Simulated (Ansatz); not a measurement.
HgSe:

```
CELL_PARAMETERS angstrom
0.00000 3.03900 3.03900
3.03900 0.00000 3.03900
3.03900 3.03900 0.00000
ATOMIC_POSITIONS crystal
Hg 0.00000 0.00000 0.00000
Se 0.75000 0.75000 0.75000
```

A run of Ansatz 0.2.0 on this cell left the log below. Logs are shortened: lines on timing, memory, paths and dates and some standing lists are left out, and cuts for length are marked.

```text
Warning: RAYON_NUM_THREADS=1 ignored (pool sized by the plan → 1); use --threads N
LAPW: plane waves up to 8.540 Å⁻¹, error target 1.0e-3 eV per atom; small_component_spin mean_spin; Se in spheres of 1.257 Å, 24 of its electrons in bands, Dirac shells []; Hg in spheres of 1.375 Å, 44 of its electrons in bands, Dirac shells [] (how accurate: hamiltonian.pseudopotentials.lapw.basis_error, Limitations)
Engine: ansatz 0.2.0, x86_64-unknown-linux-gnu
Pseudopotentials: kind: all_electron
Pseudopotential: Hg, LAPW, valence charge 44, lapw/all_electron/scalar/gaussian/Hg, Koelling and Harmon's equation, gaussian nucleus
Pseudopotential: Se, LAPW, valence charge 24, lapw/all_electron/scalar/gaussian/Se, Koelling and Harmon's equation, gaussian nucleus
Functional definition: PBE
  parameter kappa = 0.804
  parameter beta = 0.06672455060314922
  exchange = pbe_x(kappa = kappa, mu = beta*pi^2/3)
  correlation = pbe_c(beta = beta)
Crystal: 2 atoms, lattice volume = 56.133 Å³
Basis set: ecut = 277.8775817123589 eV, 609 PW (Γ), exchange–correlation at level 2
Bands: 41, of which v1, the nominal top of the filled ones, is band 34 counted from 1 (33 counted from 0)
Symmetry: 24 space group operations
[... 17 lines left out ...]
SCF iter   7: F=-599955.875190 eV  HF=-599955.875190 eV  |F-HF|=8.16e-8  |Δ(HF+E_count)|=   1.24e-6  Δρ=8.59e-6  dr2=2.74e-8  ethr=1.07e-9  ⟨swp⟩=3.0  Hψ=3621  notcnv=0
SCF 1 converged in 7 iterations: F = -599955.875190 eV  dr2 = 2.74e-8
SCF converged after 7 iterations
Free energy (F): -599955.875190 eV
Harris-Foulkes:  -599955.875190 eV  (|F-HF|=8.16e-8)
Internal energy: -599955.875130 eV  (E = F + TS)
E sigma→0 (E₀):  -599955.875160 eV
Entropy (-TS):   -0.000060 eV (-0.030 meV/atom)
Fermi energy:    10.477386 eV
--- Per-component energies (eV) ---
  E_band       = -6518.458685
  E_kinetic    = 678426.488616
  E_xc         = -12531.981044
  E_electrostatic = -1265850.382702  (all electrons and nuclei)
  E_smearing   = -0.000060  (= −TS)
  E_closure    = 0.000000  (closes the sum)
  E_atoms      = -599951.844418  (free atoms, spherical and without spin; not in F)
  Σ components = -599955.875190   (vs F -599955.875190, Δ=0.00e0)
  Basis errors (estimates in eV, not in F): energy 4.4e-4 per atom: plane waves 4.0e-4 (2.4e-4 summed), levels above the bands 0.0e0, relativity 5.8e-8, radial functions 3.9e-5, core shells 3.1e-8; eigenvalues (radial functions only) 1.5e-6; not estimated: angular momenta, meshes, grids; target (lapw.basis_error) 1.0e-3; muffin-tin radii Se 1.257 Å, Hg 1.375 Å
--- Forces (eV/Å), atoms counted from 1 ---
  atom   1  Hg     0.00000000    -0.00000000     0.00000000
  atom   2  Se    -0.00000000     0.00000000    -0.00000000
  max |Σ_I F_I| component: 1.85e-17 eV/Å
--- Stress (GPa, compression-positive) ---
        4.724325       0.000000      -0.000000
        0.000000       4.724325       0.000000
       -0.000000       0.000000       4.724325
  P = ⅓ Tr σ = 4.7243 GPa (47.243 kbar)
--- Band table (eV; the first three rows and the last of 29) ---
  k-point 0: bands = ["-334.2476", "-334.2476", "-334.2451", "-334.2451", "-334.2451", "-197.3657", "-136.8324", "-136.8324", "-136.8324", "-104.0146", "-81.9469", "-81.9469", "-81.9469", "-81.9455", "-81.9455", "-81.9455", "-81.9439", "-52.4800", "-52.4800", "-52.4800", "-37.0452", "-37.0452", "-37.0452", "-37.0419", "-37.0419", "-3.0062", "3.2912", "3.2912", "3.2912", "4.0388", "4.0388", "9.5424", "10.4713", "10.4713", "10.4713", "15.9693", "15.9693", "15.9693", "18.9917", "21.8347", "21.8347"]
  k-point 1: bands = ["-334.2476", "-334.2476", "-334.2451", "-334.2451", "-334.2451", "-197.3657", "-136.8324", "-136.8324", "-136.8324", "-104.0146", "-81.9469", "-81.9469", "-81.9469", "-81.9455", "-81.9455", "-81.9455", "-81.9439", "-52.4801", "-52.4800", "-52.4800", "-37.0452", "-37.0451", "-37.0451", "-37.0419", "-37.0419", "-2.9393", "3.3200", "3.3219", "3.3219", "4.0365", "4.0365", "8.6264", "10.3119", "10.3119", "11.0909", "15.6295", "16.1865", "16.1865", "19.9759", "20.9378", "20.9378"]
  k-point 2: bands = ["-334.2476", "-334.2476", "-334.2451", "-334.2451", "-334.2451", "-197.3657", "-136.8324", "-136.8324", "-136.8324", "-104.0146", "-81.9469", "-81.9469", "-81.9469", "-81.9455", "-81.9455", "-81.9455", "-81.9439", "-52.4802", "-52.4800", "-52.4800", "-37.0452", "-37.0452", "-37.0452", "-37.0419", "-37.0419", "-2.7728", "3.3900", "3.3900", "3.4637", "4.0419", "4.0419", "7.2199", "9.9558", "9.9558", "11.5488", "15.8366", "16.5737", "16.5737", "20.0280", "20.6320", "20.6320"]
  k-point 28: bands = ["-334.2476", "-334.2476", "-334.2451", "-334.2451", "-334.2451", "-197.3657", "-136.8324", "-136.8324", "-136.8324", "-104.0146", "-81.9469", "-81.9469", "-81.9469", "-81.9455", "-81.9455", "-81.9455", "-81.9439", "-52.4803", "-52.4803", "-52.4802", "-37.0453", "-37.0452", "-37.0452", "-37.0419", "-37.0418", "-2.3641", "3.5854", "3.6911", "3.9581", "3.9840", "4.6600", "5.1698", "7.7217", "8.0469", "14.1013", "15.6069", "16.5678", "17.9402", "20.7005", "22.8501", "22.9598"]
```

Task: What input gives this log?

Result: Single point with PBE, no spin polarisation. The files as run (others can give the same):

input.yaml
```yaml
crystal:
  lattice:
    - [0.0, 3.039, 3.039]
    - [3.039, 0.0, 3.039]
    - [3.039, 3.039, 0.0]
  atoms:
    - { symbol: Hg, position: [0.0, 0.0, 0.0] }
    - { symbol: Se, position: [0.75, 0.75, 0.75] }
kpoints:
  mp_grid: { grid: [8, 8, 8] }
scf:
  occupations: { method: gaussian, width: 0.02 }
hamiltonian:
  xc: pbe
  pseudopotentials: { kind: all_electron, lapw: { basis_error: 0.001 } }
output:
  forces: true
  stress: true
  eigenvalues: true
```

Potentials or basis: all-electron LAPW, scalar-relativistic.
The run is started by
```console
$ ansatz run input.yaml --threads 1 --pin off --max-ram 3072MiB --backend cpu --events-out ev --progress --plain --runs-dir out
```
